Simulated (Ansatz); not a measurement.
# Be in Ansatz: the effect of functional

The system is Be.

```xyz
2
Lattice="2.2386 0.0000 0.0000 -1.1193 1.9387 0.0000 0.0000 0.0000 3.5110" Properties=species:S:1:pos:R:3 pbc="T T T"
Be    1.1193    0.6462    2.6333
Be    0.0000    1.2925    0.8778
```

The cell isn't the ideal one: volume scaled by 0.94.

Alike in all runs:

| Item | Value |
| --- | --- |
| Program | Ansatz 0.2.0 |
| Task | single point |
| Potentials or basis | Ansatz PAW |
| k mesh | 13 × 13 × 8 |
| Occupations | fermi-dirac, width 0.05 eV |
| Spin | no spin polarisation |

```tsv
functional	cutoff	pressure (GPa)
LDA	420 eV (not typed: the program's choice for these potentials)	?
r2SCAN	500 eV (not typed: the program's choice for these potentials)	5.0
PBE	420 eV (not typed: the program's choice for these potentials)	5.0
```

Question: What does the run with functional LDA give?

Answer: Pressure -1.1 GPa.

Caveats: the PAW data sets come from PBE, with cores solved anew for the run's functional, which leaves a small shift of forces and pressure (some runs).
